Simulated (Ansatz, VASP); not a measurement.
Given: the input of a run of Ansatz 0.2.0 on C.

File input.yaml:

```yaml
crystal:
  lattice:
    - [0.0, 1.8183469191, 1.8183469191]
    - [1.8183469191, 0.0, 1.8183469191]
    - [1.8183469191, 1.8183469191, 0.0]
  atoms:
    - { symbol: C, position: [0.75, 0.75, 0.75] }
    - { symbol: C, position: [0.5, 0.5, 0.5] }
hamiltonian:
  xc: r2scan
  pseudopotentials: { kind: paw }
kpoints:
  mp_grid: { grid: [13, 13, 13] }
scf:
  occupations: { method: fermi_dirac, width: 0.05 }
output:
  forces: true
  stress: true
  eigenvalues: true
```

Potentials or basis: Ansatz PAW.

Launch:

```console
$ ansatz run input.yaml --threads 1 --pin off --max-ram 3584MiB --backend cpu --events-out ev --progress --plain --runs-dir out
```

Translate it to VASP 6.6.1. Potentials there: VASP PAW PBE potentials, release 64 (C).

As run (the cutoff follows the program's own potentials):

POSCAR

```
C
1.0
    0.0000000000      1.8183469191      1.8183469191
    1.8183469191      0.0000000000      1.8183469191
    1.8183469191      1.8183469191      0.0000000000
C
2
Direct
    0.7500000000      0.7500000000      0.7500000000
    0.5000000000      0.5000000000      0.5000000000
```

The input INCAR.step1:

```
ALGO = Normal
EDIFF = 1E-4
ENCUT = 520
GGA = PE
ISMEAR = -1
LASPH = True
LCHARG = False
LREAL = False
LWAVE = True
NBANDS = 11
NELM = 60
PREC = Accurate
SIGMA = 0.05
```

File INCAR.step2:

```
ALGO = Normal
EDIFF = 1E-7
ENCUT = 520
ISIF = 2
ISMEAR = -1
ISTART = 1
LASPH = True
LCHARG = True
LELF = True
LMIXTAU = True
LREAL = False
LVHAR = True
LWAVE = False
METAGGA = R2SCAN
NBANDS = 11
NELM = 60
PREC = Accurate
SIGMA = 0.05
```

KPOINTS

```
k-points
0
Gamma
  13 13 13
```

Potentials or basis: VASP PAW PBE potentials, release 64 (C).

The run is started by

```sh
$ cat potpaw_PBE.64/C/POTCAR > POTCAR
$ cp INCAR.step1 INCAR
$ mpirun -np 1 vasp_std > vasp.out
$ cp INCAR.step2 INCAR
$ mpirun -np 1 vasp_std > vasp.out
```

Both were run:

|  | VASP | Ansatz | Ansatz less VASP |
| --- | --- | --- | --- |
| gap on the k mesh at the Fermi level (eV) | 4.21 | 4.23 | +0.025 |
| least direct gap on the mesh (eV) | 5.68 | 5.72 | +0.040 |
| pressure (GPa) | -24.6 | -25.5 | -0.88 |

Caveats: so large a pressure means that the cell lies far from this level's equilibrium, or that cutoff or potentials fall short (VASP); the potentials were made for another functional, which shifts forces and pressure (VASP); an odd mesh through Γ misses points on the zone boundary, where band edges often lie (VASP); odd divisions of the mesh miss points on the zone boundary, where band edges often lie, so the gap on the mesh can be too wide (Ansatz); the PAW data sets come from PBE, with cores solved anew for the run's functional, which leaves a small shift of forces and pressure (Ansatz).
